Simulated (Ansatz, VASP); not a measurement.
## Sr in VASP and in Ansatz

Contents of INCAR:

```
PREC = Accurate
ENCUT = 520
EDIFF = 1E-6
ISMEAR = -1
SIGMA = 0.03
LREAL = F
LASPH = T
NELM = 80
ALGO = Normal
ISIF = 2
LWAVE = F
LCHARG = F
GGA = PE
NBANDS = 17
```

File KPOINTS:

```
regular mesh
0
Gamma
  9 9 5
```

The input POSCAR:

```
Sr
1.0
    4.3100002207      0.0000000000      0.0000000000
   -2.1550001104      3.7325696814      0.0000000000
    0.0000000000      0.0000000000      7.0500000000
Sr
2
Direct
    0.3333333333      0.6666666667      0.2500000000
    0.6666666667      0.3333333333      0.7500000000
```

Input for Ansatz:

```yaml
crystal:
  lattice:
    - [4.3100002207, 0.0, 0.0]
    - [-2.1550001104, 3.7325696814, 0.0]
    - [0.0, 0.0, 7.05]
  atoms:
    - { symbol: Sr, position: [0.3333333333, 0.6666666667, 0.25] }
    - { symbol: Sr, position: [0.6666666667, 0.3333333333, 0.75] }
kpoints:
  mp_grid: { grid: [9, 9, 5] }
scf:
  occupations: { method: fermi_dirac, width: 0.03 }
hamiltonian:
  xc: pbe
  pseudopotentials:
    kind: all_electron
    lapw: { basis_error: 0.00025 }
    nuclear_model: point
output:
  forces: true
  stress: true
  eigenvalues: true
```

Alike in both runs: task single point; functional PBE; k mesh 9 × 9 × 5; occupations fermi-dirac, width 0.03 eV; no spin polarisation.

|  | VASP | Ansatz |
| --- | --- | --- |
| version | VASP 6.6.1 | Ansatz 0.2.0 |
| potentials or method | VASP PAW PBE potentials, release 64 (Sr_sv) | all-electron LAPW, scalar-relativistic |
| plane-wave cutoff (eV) | 520 | see its input |

|  | VASP | Ansatz | Ansatz less VASP |
| --- | --- | --- | --- |
| pressure (GPa) | -0.2 | -0.2 | 0.00 |
| largest component of the traceless stress (GPa) | 0.08 | 0.08 | +0.004 |

Ansatz ran all-electron here, so the differences hold the error of VASP's frozen core and of both bases.
